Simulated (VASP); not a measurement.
Set up this calculation in VASP 6.6.1, as the native input.

```yaml
Task: relaxation of cell and atoms
Functional: BLYP
Dispersion: D4
Potentials_or_basis: VASP PAW PBE potentials, release 64 (Ti_sv, O)
Cutoff: 600 eV
k_mesh: 10 × 10 × 10
Occupations: fermi-dirac, width 0.05 eV
Spin: no spin polarisation
Further_INCAR_settings: ALGO = Normal; EDIFF = 1e-06; IBRION = 2; EDIFFG = -0.01; NSW = 40; ISIF = 3
```

The structure of TiO2 (Anatase) lies in POSCAR:

```
TiO2
1.0
   -1.8921000000      1.8921000000      4.7573000000
    1.8921000000     -1.8921000000      4.7573000000
    1.8921000000      1.8921000000     -4.7573000000
Ti O
2 4
Direct
    0.7500000000      0.2500000000      0.5000000000
    0.0000000000      0.0000000000      0.0000000000
    0.7919000000      0.7919000000      0.0000000000
    0.5419000000      0.0419000000      0.5000000000
    0.9581000000      0.4581000000      0.5000000000
    0.2081000000      0.2081000000      0.0000000000
```

One way to write it, as run:

INCAR

```
PREC = Accurate ; ENCUT = 600
EDIFF = 1E-6 ; ISMEAR = -1
SIGMA = 0.05 ; LREAL = F
LASPH = T ; NELM = 100
ALGO = Normal ; ISIF = 3
LWAVE = F ; LCHARG = F
GGA = B5 ; ALDAX = 1.0
AGGAX = 1.0 ; AGGAC = 1.0
ALDAC = 0.0 ; IVDW = 13
VDW_S6 = 1.0 ; VDW_S8 = 2.34076671
VDW_A1 = 0.44488865 ; VDW_A2 = 4.0933009
IBRION = 2 ; NSW = 40
EDIFFG = -0.01
```

KPOINTS

```
regular mesh
0
Gamma
  10 10 10
```

Potentials or basis: VASP PAW PBE potentials, release 64 (Ti_sv, O).

The run is started by

```bash
$ cat potpaw_PBE.64/Ti_sv/POTCAR potpaw_PBE.64/O/POTCAR > POTCAR
$ mpirun -np 1 vasp_std > vasp.out
```

Results of the run:

```yaml
Relaxed_volume: 11.58 Å³/atom
Relaxed_cell: a = 5.521 Å, b = 5.521 Å, c = 5.521 Å, α = 139.79°, β = 139.79°, γ = 58.17°
Space_group_after_relaxing_to_0.05_Å: I4_1/amd (No. 141)
Energy_gained_by_relaxing: 3.3 meV/atom
Ionic_steps: 11
Pressure_after_relaxing: 0.0 GPa
Band_gap_on_the_k_mesh: 2.08 eV, indirect (least direct gap 2.41 eV)
Dispersion_energy_per_atom: -0.343 eV
```

Caveat: the PAW data sets were made with another functional, which shifts forces and pressure a little.

Wall time 39 min on 1 thread of Intel(R) Xeon(R) Platinum 8259CL CPU @ 2.50GHz (Skylake/Cascade Lake) (shared host), peak memory 0.48 GiB.
